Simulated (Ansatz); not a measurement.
## Mg under strains and displacements

All numbers below come from DFT PBE, scalar-relativistic, plane waves, PAW in Ansatz.

Plane waves to 420 eV, a k mesh through Γ of 14×14×14 on the computed 1-atom cell and Gaussian smearing (0.10 eV); no spin polarisation.

Reference cell:

```
Mg
1.0
     0.00000    2.24426    2.24426
     2.24426    0.00000    2.24426
     2.24426    2.24426    0.00000
Mg
1
Direct
  0.00000 0.00000 0.00000
```

Each variant moves atoms of this cell by the vectors given, if any (Å), and then applies a symmetric strain (tensor components, Cartesian axes). The reference cell isn't relaxed at this level. Energies are per atom at zero smearing, counted from the lowest variant. Pressure is positive in compression.

1. strain (xx yy zz yz xz xy, %) -1.80 0.31 -0.47 3.00 2.37 -1.93
2. strain (xx yy zz yz xz xy, %) -5.04 -0.71 -0.36 -0.24 -0.68 -0.36
3. strain (xx yy zz yz xz xy, %) -4.16 -4.03 -3.61 -0.50 -0.28 -0.11
4. strain (xx yy zz yz xz xy, %) -1.85 -2.09 -2.67 -0.24 1.00 -0.18
5. strain (xx yy zz yz xz xy, %) 3.64 5.14 5.14 0.00 0.00 0.00
6. strain (xx yy zz yz xz xy, %) 3.72 3.72 3.87 0.00 0.00 -2.00
7. strain (xx yy zz yz xz xy, %) -2.01 -3.37 -3.64 -0.14 1.00 0.69
8. strain (xx yy zz yz xz xy, %) 2.95 1.95 3.46 -0.36 1.00 -0.85
9. strain (xx yy zz yz xz xy, %) 2.57 1.07 1.07 0.00 0.00 0.00
10. strain (xx yy zz yz xz xy, %) 4.08 4.51 4.04 0.19 -0.50 0.25
11. strain (xx yy zz yz xz xy, %) -0.13 -0.13 -2.36 -2.00 -2.00 -0.30

```tsv
result	ΔE (meV/atom)	P (GPa)
A	0.0	-0.75
B	22.8	3.88
C	20.5	-2.52
D	8.9	-1.79
E	22.2	-2.86
F	15.5	2.11
G	58.1	6.80
H	23.0	3.61
I	21.9	1.98
J	28.2	-3.14
K	38.1	5.16
```

Which variant gave which result?

A is 9, B is 4, C is 6, D is 8, E is 10, F is 11, G is 3, H is 2, I is 1, J is 5, K is 7. The pressure falls as the cell grows: from the smallest volume to the largest the variants are 3, 7, 4, 2, 11, 1, 9, 8, 6, 10, 5.

This fcc form isn't the element's structure at ambient conditions.